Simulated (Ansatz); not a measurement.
# Zr2COF MXene monolayer in a perpendicular field, part 3 of 3

Aim: how the Zr2COF MXene monolayer screens a field along its normal, and what the field does to its bands. A positive field points along +c.

Ansatz 0.2.0; plane-wave DFT, PBE-D3(BJ), Ansatz PAW.

So far. Step 8 (Single point, field -0.25 V/Å): The dipole is -0.152 e·Å, -0.0713 e·Å from its value without field.

## Step 9: Response, atoms held

This step: plane-wave DFT, PBE-D3(BJ), Ansatz PAW; response to a field along the normal, atoms held (Ansatz 0.2.0).

The dipoles give the slope, and the difference of two potentials shows where the field is screened.

Numbers from this step:

```yaml
equivalent_conductor_thickness_p_eps_0ae: 5.560 Å
distance_between_the_outer_atoms: 4.948 Å
```

Table of dipole of the cell by applied field:

```tsv
applied field (V/Å)	dipole of the cell (e·Å)
-0.250	-0.152
-0.030	-0.0895
0.000	-0.0809
0.030	-0.0724
0.150	-0.0382
0.250	-0.00964
```

Local field over the applied field, running mean. From the potentials at -0.03 and 0.03 V/Å; running mean over 2.5 Å. Table of local field over applied field by z:

z (Å), local field over applied field and a bar:
```
     4.02      1.000 ##############################
     4.45      1.000 ##############################
     4.88      1.000 ##############################
     5.16      1.000 ##############################
     5.59      0.998 ##############################
     6.02      0.995 ##############################
     6.45      0.986 ##############################
     6.88      0.961 #############################
     7.17      0.928 ############################
     7.60      0.847 #########################
     8.03      0.741 ######################
     8.46      0.615 ##################
     8.89      0.483 ##############
     9.32      0.350 ##########
     9.61      0.270 #######
    10.04      0.176 ####
    10.47      0.106 ##
    10.90      0.061 #
    11.33      0.037 
    11.62      0.032 
    12.05      0.037 
    12.48      0.054 #
    12.91      0.095 ##
    13.34      0.164 ####
    13.63      0.229 ######
    14.06      0.352 ##########
    14.49      0.495 ##############
    14.92      0.644 ###################
    15.35      0.777 #######################
    15.78      0.885 ##########################
    16.06      0.934 ############################
    16.49      0.974 #############################
    16.92      0.990 ##############################
    17.35      0.997 ##############################
    17.79      0.999 ##############################
    18.07      0.999 ##############################
    18.50      1.000 ##############################
    18.93      1.000 ##############################
```

The induced electron density oscillates, so the rows of the table below give means over windows of 0.5 Å about each position, cut where the curve ends. Its maxima inside the range that stand out by 2 % of the span (Å: e/Å³ per V/Å): 8.46: 0.00312, 9.18: 0.00209, 10.33: 0.00136, 13.05: 1.1e-4, 14.06: -0.00153. Its minima: 8.89: 0.00146, 9.61: 7.6e-4, 12.19: -8.1e-4, 13.77: -0.00200, 14.63: -0.00358.

Electrons, planar mean, per unit field. Table of induced electron density by z; means over each step:

```tsv
z (Å)	induced electron density (e/Å³ per V/Å)
4.5	3.4e-7
5.0	1.2e-6
5.5	4.4e-6
6.0	1.7e-5
6.5	6.2e-5
7.0	2.3e-4
7.5	7.3e-4
8.0	0.00202
8.5	0.00273
9.0	0.00178
9.5	0.00109
10.0	0.00103
10.5	9.7e-4
11.0	4.2e-4
11.5	5.3e-5
12.0	-5.6e-4
12.5	-4.8e-4
13.0	3.7e-5
13.5	-9.7e-4
14.0	-0.00182
14.5	-0.00317
15.0	-0.00254
15.5	-0.00109
16.0	-3.7e-4
16.5	-1.2e-4
17.0	-3.3e-5
17.5	-9.1e-6
18.0	-2.4e-6
18.5	-6.4e-7
```

By hand: between -0.03 and 0.03 V/Å the dipole changes by 0.01711 e·Å, a slope of 0.2851 e·Å²/V. A perfect conductor of thickness t has p = ε₀AEt, so t = 180.95 × 0.2851 / 9.279 = 5.56 Å (e/ε₀ = 180.95 V·Å, A in Å²).

The induced dipole is that of a conductor 5.56 Å thick.

## Step 10: Varying the input: scf.mixing.preconditioner = "local_kerker"

This step: plane-wave DFT, PBE-D3(BJ), Ansatz PAW (Ansatz 0.2.0).

A run with a changed input: it repeats the earlier run at 0.03 V/Å with scf.mixing.preconditioner to local_kerker.

Contents of input.yaml:

```yaml
crystal:
  lattice:
    - [3.2733767781, 0.0, 0.0]
    - [-1.636688389, 2.834827446, 0.0]
    - [0.0, 0.0, 22.94845559]
  atoms:
    - { symbol: F, position: [0.3333333333, 0.6666666667, 0.3921832545] }
    - { symbol: Zr, position: [0.6666666667, 0.3333333333, 0.449889734] }
    - { symbol: C, position: [0.0, 0.0, 0.5035914804] }
    - { symbol: Zr, position: [0.3333333333, 0.6666666667, 0.5658273256] }
    - { symbol: O, position: [0.6666666667, 0.3333333333, 0.6078167455] }
kpoints:
  mp_grid: { grid: [18, 18, 1] }
  band_path:
    path: [[0, 0, 0], [0.5, 0, 0], [0.33333333, 0.33333333, 0], [0, 0, 0]]
    npoints: 16
hamiltonian:
  xc: pbe
  dispersion: d3bj
scf:
  occupations: { method: fermi_dirac, width: 0.05 }
  convergence: { dr2_threshold: 1.0e-10 }
  mixing: { preconditioner: local_kerker }
efield:
  axis: 3
  dipole_correction: true
  ramp_position: 0.97
  ramp_width: 0.06
  amplitude: 0.03
output:
  write_potential: true
  write_density: true
  volumetric_format: npy
```

Command:

```console
$ ansatz run input.yaml --threads 4 --pin off --max-ram 6144MiB --backend cpu --events-out ev --progress --plain --runs-dir out
```

Numbers of over 12 decimals in the logs are rounded to 6 here.

Output:

```text
[...]
Crystal: 5 atoms, lattice volume = 212.949 Å³
Basis set: ecut = 420 eV, 4229 PW (Γ)
Bands: 26, of which v1, the nominal top of the filled ones, is band 21 counted from 1 (20 counted from 0)
Symmetry: 6 space group operations
[...]
k-points: 37 of 324 (time reversal used)
[...]
SCF iter   1: F=—  HF=-10007.095220 eV  |F-HF|=—  |Δ(HF+E_count)|=         —  Δρ=8.42e-2  dr2=2.42e1  ethr=3.10e-3  p=0.010 e·Å  D=8.79e-3 V/Å  ΔV_dip=-0.20 eV  dr2_dipole=5.88e-1  V_vac-E_F(+/−)=8.13/7.70 eV  ⟨swp⟩=8.5  Hψ=5191  notcnv=0
[...]
SCF iter  19: F=-10001.171185 eV  HF=-10001.171185 eV  |F-HF|=8.00e-11  |Δ(HF+E_count)|=  5.64e-11  Δρ=4.64e-8  dr2=1.14e-11  ethr=1.00e-12  p=-0.072 e·Å  D=-6.15e-2 V/Å  ΔV_dip=1.41 eV  dr2_dipole=1.90e-13  V_vac-E_F(+/−)=5.45/3.41 eV  ⟨swp⟩=7.6  Hψ=3296  notcnv=0
SCF 1 converged in 19 iterations: F = -10001.171185 eV  dr2 = 1.14e-11
[...]
SCF converged after 19 iterations
Stability not checked: this state was not tested for a lower state beside it, because the mixer in use, unlike msr1, does not test its closes by its own steps (another_mixer; see scf.mixing.algorithm and scf.lower_state_search)
Free energy (F): -10001.171185 eV
[...]
Internal energy: -10001.156877 eV  (E = F + TS)
E sigma→0 (E₀):  -10001.164031 eV
Entropy (-TS):   -0.014307 eV (-2.861 meV/atom)
Fermi energy:    0.965571 eV
Dipole field:    D = -0.061496 V/Å  (p = -0.072371 e·Å, saw-weighted, corrected)
Work function:   not extracted (applied field tilts the vacuum); planar V_es + V_field profile in the machine report
[...]
--- Band table (eV; the first three rows and the last of 37) ---
  k-point 0: bands = [... 17 lower, -2.1584, -1.1645, -1.1645, 1.7324, 1.7324, 1.9584, 3.0293, 3.5406, ... 1 higher]
  k-point 1: bands = [... 17 lower, -2.1231, -1.2801, -1.1931, 1.5944, 1.7769, 2.0394, 2.9960, 3.5908, ... 1 higher]
  k-point 2: bands = [... 17 lower, -2.0774, -1.5447, -1.2675, 1.3464, 1.9150, 2.1030, 3.0074, 3.7203, ... 1 higher]
  k-point 36: bands = [... 17 lower, -2.6111, -2.3290, -2.1360, 1.7948, 2.5932, 2.9127, 3.9211, 3.9448, ... 1 higher]
```

Wall time 11 s (4 threads of AMD EPYC 7R43, shared host); peak memory 0.64 GiB.

This step gave:

```yaml
energy_at_zero_smearing: -10001.1640 eV
dipole_along_the_normal: -0.07237 e·Å
```

The electronic bands at the labelled points (eV, zero at the Fermi level):

```tsv
point	band 17	band 18	band 19	band 20	band 21	band 22	band 23	band 24
Γ	-5.10	-3.12	-2.13	-2.13	0.77	0.77	0.99	2.06
halfway	-4.67	-3.60	-2.80	-2.43	-0.27	1.39	1.74	2.36
M	-3.92	-3.86	-3.32	-2.37	-0.58	2.23	3.16	3.43
halfway	-4.01	-3.81	-3.35	-2.69	-0.04	2.12	2.43	3.02
K	-4.40	-3.58	-3.29	-3.10	0.83	1.63	1.95	2.96
halfway	-4.52	-3.62	-2.87	-2.71	0.31	0.48	2.54	2.61
Γ	-5.10	-3.12	-2.13	-2.13	0.77	0.77	0.99	2.06
```

```tsv
quantity	this run	earlier run	difference
dipole along the normal (e·Å)	-0.07237	-0.07237	5.6e-7
```

The dipole moves by under 0.5 % or 5e-5 e·Å. The run took 19 SCF cycles against 13.

Of the bands kept, 1 crosses the Fermi level on this path.

## Step 11: The same run with other settings

An input spoilt on purpose, to show how the run answers: it repeats the earlier run at 0.03 V/Å with efield.amplitude from 0.03 to 1.5, and scf.max_iter set to 100.

Edit input.yaml of step 10 so:

```diff
@@ -22,3 +22,3 @@
   convergence: { dr2_threshold: 1.0e-10 }
-  mixing: { preconditioner: local_kerker }
+  max_iter: 100
 efield:
@@ -28,3 +28,3 @@
   ramp_width: 0.06
-  amplitude: 0.03
+  amplitude: 1.5
 output:
```

Output:

```text
[...]
Crystal: 5 atoms, lattice volume = 212.949 Å³
Basis set: ecut = 420 eV, 4229 PW (Γ)
Bands: 26, of which v1, the nominal top of the filled ones, is band 21 counted from 1 (20 counted from 0)
Symmetry: 6 space group operations
[...]
k-points: 37 of 324 (time reversal used)
[...]
SCF iter   1: F=—  HF=-10007.964993 eV  |F-HF|=—  |Δ(HF+E_count)|=         —  Δρ=8.51e-2  dr2=2.75e1  ethr=3.10e-3  p=0.688 e·Å  D=5.85e-1 V/Å  ΔV_dip=-13.41 eV  dr2_dipole=1.79e0  V_vac-E_F(+/−)=17.96/6.43 eV  ⟨swp⟩=9.4  Hψ=5702  notcnv=0
[...]
SCF iter  21: F=-10001.383593 eV  HF=-10001.383593 eV  |F-HF|=2.18e-11  |Δ(HF+E_count)|=  5.46e-12  Δρ=9.34e-8  dr2=9.51e-11  ethr=1.00e-12  p=0.414 e·Å  D=3.52e-1 V/Å  ΔV_dip=-8.08 eV  dr2_dipole=3.00e-11  V_vac-E_F(+/−)=16.26/-0.30 eV  ⟨swp⟩=11.4  Hψ=5471  notcnv=0
WARN: efield: at this solve's end the planar-averaged density reaches 9.55e-4 e/Å³ inside the ramp window [0.9264, 0.2323] (bound 1e-5 e/Å³); the window's nearer edge stands 3.67 Å from this solve's nearest atom along the axis. Its free energy, forces, stress, dipole, levels and responses can be off, and this figure does not tell by how much. The cell may have no vacuum along `efield.axis`. A short vacuum, a low `basis.ecutwfc` or `basis.ecutrho_ratio` and negative occupations (`scf.occupations.method`) can put density there. See the manual's quickstart, § The vacuum guard
SCF 1 converged in 21 iterations: F = -10001.383593 eV  dr2 = 9.51e-11
[...]
SCF converged after 21 iterations
Free energy (F): -10001.383593 eV
[...]
Internal energy: -10001.365925 eV  (E = F + TS)
E sigma→0 (E₀):  -10001.374759 eV
Entropy (-TS):   -0.017668 eV (-3.534 meV/atom)
Fermi energy:    0.611268 eV
Dipole field:    D = 0.352160 V/Å  (p = 0.414433 e·Å, saw-weighted, corrected)
Work function:   not extracted (applied field tilts the vacuum); planar V_es + V_field profile in the machine report
[...]
Vacuum region:   at the solve's end the planar-averaged density reaches 9.55e-4 e/Å³ inside the ramp window [0.9264, 0.2323] (bound 1e-5 e/Å³)
[...]
--- Band table (eV; the first three rows and the last of 37) ---
  k-point 0: bands = [... 17 lower, -2.3853, -1.5033, -1.5033, 0.5569, 1.3897, 1.3897, 1.6249, 2.6118, ... 1 higher]
  k-point 1: bands = [... 17 lower, -2.3541, -1.6165, -1.5299, 0.6125, 1.2542, 1.4316, 1.7108, 2.5809, ... 1 higher]
  k-point 2: bands = [... 17 lower, -2.3318, -1.8585, -1.6001, 0.7557, 1.0358, 1.5637, 1.7747, 2.5986, ... 1 higher]
  k-point 36: bands = [... 17 lower, -2.7776, -2.6598, -2.2835, 1.4079, 2.2168, 2.4896, 3.6647, 3.7246, ... 1 higher]
```

Elapsed: 14 s, on 4 threads; peak memory 0.64 GiB.

```tsv
quantity	this run	earlier run	difference
dipole along the normal (e·Å)	0.4144	-0.07237	0.49
```

The applied field differs between the two, so the dipoles differ in any case.

In so strong a field the program warns of density in the ramp of the sawtooth; these numbers are not the system's.

## Step 12: What came out

```json
{"gap without field": "none", "work function, upper face": "5.24 eV", "step between the vacuum levels": "1.58 eV", "equivalent conductor thickness, atoms held": "5.56 Å"}
```

**Reading.** The induced dipole equals that of a perfect conductor 5.56 Å thick, while the outer atoms lie 4.95 Å apart. The two faces differ: the vacuum level above lies 1.58 eV higher than the one below. There is no gap over 0.03 eV, with or without the field. The first relaxation ran with spin and lost its moment, and the later runs have none; other magnetic states were not tried. Spin-orbit coupling is left out. The MXene's terminations sit over the metal atoms of its far layer; the site over carbon or nitrogen, which some compounds prefer, was not run.

[Logs are printed without paths, hosts, clocks, repeated set-up lines and the standing remarks that a program may print on its own settings, such as how far it seeks lower states.]

[Hosts, paths, dates, database ids (printed as entryN), source tags and the programs' standing remarks are cut or masked in the printed files.]

[Maps of the electrostatic potential energy from Ansatz leave out the sawtooth potential of an applied field or a dipole correction, so their vacuum need not be flat; planar profiles and work functions include it.]
